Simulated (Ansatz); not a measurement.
Input and steps of a relaxation of cell and atoms on WS2 (CdCl2 type) (the plane-wave code Ansatz, r2SCAN+rVV10). It starts from the PBE-D3(BJ) minimum.

```yaml
crystal:
  lattice:
    - [1.5866840192, 0.9160724456, 5.9506418628]
    - [-1.5866840192, 0.9160724456, 5.9506418628]
    - [0.0, -1.8321448912, 5.9506418628]
  atoms:
    - { symbol: W, position: [0.0, 0.0, 0.0] }
    - { symbol: S, position: [0.2448711161, 0.2448711161, 0.2448711161] }
    - { symbol: S, position: [0.7551288839, 0.7551288839, 0.7551288839] }
kpoints:
  mp_grid: { grid: [8, 8, 8] }
hamiltonian:
  xc: r2scan
  dispersion: rvv10
scf:
  occupations: { method: fermi_dirac, width: 0.02 }
relax:
  f_tol: 0.005
  cell: {}
```

The trajectory has 6 recorded frames, each with positions in Å and forces in eV/Å. Some frames, the last among them, repeat a geometry solved again on a basis re-selected at its cell; pressure is positive in compression.

Step 1: energy 0.0 meV/atom from step 1, largest force component 0.169 eV/Å, pressure +1.17 GPa
```xyz
3
Lattice="1.5867 0.9161 5.9506 -1.5867 0.9161 5.9506 0.0000 -1.8321 5.9506" Properties=species:S:1:pos:R:3:forces:R:3 pbc="T T T"
W     0.0000    0.0000    0.0000    0.0000    0.0000    0.0000
S     0.0000    0.0000    4.3714    0.0000    0.0000    0.1692
S     0.0000    0.0000   13.4805    0.0000    0.0000   -0.1692
```

Step 2 (rejected): energy +1.7 meV/atom from step 1, largest force component 0.260 eV/Å, pressure -0.16 GPa
```xyz
3
Lattice="1.6167 0.9334 6.2189 -1.6167 0.9334 6.2189 0.0000 -1.8668 6.2189" Properties=species:S:1:pos:R:3:forces:R:3 pbc="T T T"
W     0.0000    0.0000    0.0000    0.0000    0.0000    0.0000
S     0.0000    0.0000    4.6886    0.0000    0.0000   -0.2602
S     0.0000    0.0000   13.9681    0.0000    0.0000    0.2602
```

Step 3: energy -4.5 meV/atom from step 1, largest force component 0.016 eV/Å, pressure -0.07 GPa
```xyz
3
Lattice="1.6008 0.9242 6.0816 -1.6008 0.9242 6.0816 0.0000 -1.8485 6.0816" Properties=species:S:1:pos:R:3:forces:R:3 pbc="T T T"
W     0.0000    0.0000    0.0000    0.0000    0.0000    0.0000
S     0.0000    0.0000    4.5214    0.0000    0.0000   -0.0160
S     0.0000    0.0000   13.7232    0.0000    0.0000    0.0160
```

Step 4 (rejected): energy -4.5 meV/atom from step 1, largest force component 0.035 eV/Å, pressure -0.28 GPa
```xyz
3
Lattice="1.5987 0.9230 6.1036 -1.5987 0.9230 6.1036 0.0000 -1.8460 6.1036" Properties=species:S:1:pos:R:3:forces:R:3 pbc="T T T"
W     0.0000    0.0000    0.0000    0.0000    0.0000    0.0000
S     0.0000    0.0000    4.5380    0.0000    0.0000    0.0351
S     0.0000    0.0000   13.7729    0.0000    0.0000   -0.0351
```

Step 5: energy -4.5 meV/atom from step 1, largest force component 0.002 eV/Å, pressure +0.03 GPa
```xyz
3
Lattice="1.5986 0.9230 6.0871 -1.5986 0.9230 6.0871 0.0000 -1.8459 6.0871" Properties=species:S:1:pos:R:3:forces:R:3 pbc="T T T"
W     0.0000    0.0000    0.0000    0.0000    0.0000    0.0000
S     0.0000    0.0000    4.5239    0.0000    0.0000   -0.0019
S     0.0000    0.0000   13.7374    0.0000    0.0000    0.0019
```

Step 6: energy -4.7 meV/atom from step 1, largest force component 0.002 eV/Å, pressure +0.03 GPa
```xyz
3
Lattice="1.5986 0.9230 6.0871 -1.5986 0.9230 6.0871 0.0000 -1.8459 6.0871" Properties=species:S:1:pos:R:3:forces:R:3 pbc="T T T"
W     0.0000    0.0000    0.0000    0.0000    0.0000    0.0000
S     0.0000    0.0000    4.5239    0.0000    0.0000   -0.0019
S     0.0000    0.0000   13.7374    0.0000    0.0000    0.0019
```

In 5 steps the volume changed by +3.8 %; between the first SCF and the last, each on a basis chosen for its cell, the energy fell by 4.7 meV an atom. Final cell: the symmetry is R-3m (No. 166, trigonal); a = 3.197 Å, c = 18.261 Å in the conventional setting, 17.96 Å³ an atom. W is surrounded by 6 S at 2.42 Å; S is surrounded by 3 W at 2.42 Å.

Run as `ansatz run input.yaml --threads 2 --pin off --max-ram 2211MiB --backend cpu --events-out ev --progress --plain --runs-dir out`. Wall time 41 s on 2 threads of Arm Neoverse V1 (shared host), load about 0.5 per core; peak host memory 0.53 GiB.

Simulation only: spin-unpolarised, and no claim that this is the phase found in nature.
